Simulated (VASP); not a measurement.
The system is Li.

```xyz
1
Lattice="0.0000 2.2310 2.2310 2.2310 0.0000 2.2310 2.2310 2.2310 0.0000" Properties=species:S:1:pos:R:3 pbc="T T T"
Li    0.0000    0.0000    0.0000
```

This isn't the form of Li at room conditions, which is bcc.

The cell isn't the ideal one: volume scaled by 1.04.

- Program: VASP 6.6.1
- Task: relaxation of cell and atoms
- Functional: r2SCAN
- Dispersion: rVV10
- Potentials or basis: VASP PAW PBE potentials, release 64 (Li_sv)
- Cutoff: 600 eV
- k mesh: 10 × 10 × 10
- Occupations: fermi-dirac, width 0.025 eV
- Spin: no spin polarisation

At the start: pressure -1.0 GPa; volume 22.21 Å³/atom.

Q: Where does the relaxation end?

A: Over 4 steps the energy falls by 3.7 meV/atom and the volume is 20.61 Å³/atom (-7.2 %); space group Fm-3m (No. 225, to 0.05 Å).

Step by step:
```
step  energy change (eV)  largest force (eV/Å)  pressure (GPa)  volume (Å³)
   1              0.0000                0.0000           -1.00        22.21
   2             -0.0023                0.0000           -0.78        21.77
   3             -0.0035                0.0000            0.10        20.47
   4             -0.0037                0.0000            0.02        20.61
```

Final structure:
```
Li
1.0
     0.00000    2.17606    2.17606
     2.17606    0.00000    2.17606
     2.17606    2.17606    0.00000
Li
1
Cartesian
  0.0000 0.0000 0.0000
```

Caveat: the cutoff is under 1.25 times the usual one of these potentials, so pressure, stress and relaxed cells hold a basis-set (Pulay) error; the PAW data sets were made with another functional, which shifts forces and pressure a little.
